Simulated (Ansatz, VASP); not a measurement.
## One calculation of La, two programs

INCAR

```
SYSTEM = La
PREC = Accurate
ENCUT = 520
EDIFF = 1E-6
ISMEAR = -1
SIGMA = 0.1
LREAL = .FALSE.
LASPH = .TRUE.
NELM = 80
ALGO = Normal
ISIF = 2
LWAVE = .FALSE.
LCHARG = .TRUE.
GGA = PS
LELF = .TRUE.
LVHAR = .TRUE.
NBANDS = 24
```

The input KPOINTS:

```
regular mesh
0
G
  7 7 10
  0 0 0
```

Contents of POSCAR:

```
La
1.0
    5.5640414814      0.0000000000      0.0000000000
   -2.7820207407      4.8186012706      0.0000000000
    0.0000000000      0.0000000000      3.3715270247
La
3
Direct
    0.0000000000      0.0000000000      0.0000000000
    0.3333333333      0.6666666667      0.5000000000
    0.6666666667      0.3333333333      0.5000000000
```

Input for Ansatz:

```yaml
crystal:
  lattice:
    - [5.5640414814, 0.0, 0.0]
    - [-2.7820207407, 4.8186012706, 0.0]
    - [0.0, 0.0, 3.3715270247]
  atoms:
    - { symbol: La, position: [0.0, 0.0, 0.0] }
    - { symbol: La, position: [0.3333333333, 0.6666666667, 0.5] }
    - { symbol: La, position: [0.6666666667, 0.3333333333, 0.5] }
hamiltonian:
  xc: pbesol
  pseudopotentials:
    kind: paw
    azcp:
      La: "pseudopotentials/La.paw.azcp"
basis:
  ecutwfc: 420
  fft_grid_basis: typed
kpoints:
  mp_grid: { grid: [7, 7, 10], shift: [0, 0, 0] }
magnetization:
  spin_polarized: false
scf:
  occupations: { method: fermi_dirac, width: 0.1 }
  lower_state_search: "off"
output:
  stress: true
```

Alike in both runs: task single point; functional PBEsol; k mesh 7 × 7 × 10; occupations fermi-dirac, width 0.1 eV; no spin polarisation.

```csv
,VASP,Ansatz
version,VASP 6.6.1,Ansatz 0.2.0
potentials or method,"VASP PAW PBE potentials, release 64 (La)","plane waves (420 eV) with PAW, scalar-relativistic"
plane-wave cutoff (eV),520,420
valence electrons in the cell,33,33
```

|  | VASP | Ansatz | Ansatz less VASP |
| --- | --- | --- | --- |
| pressure (GPa) | 4.3 | 4.2 | -0.13 |
| largest component of the traceless stress (GPa) | 0.28 | 0.26 | -0.020 |

Ansatz warned: «pseudo_functional_mismatch».

Caveats: the PAW data sets were made with another functional, which shifts forces and pressure a little (VASP). Spin-orbit coupling is left out, which matters for the levels of La.
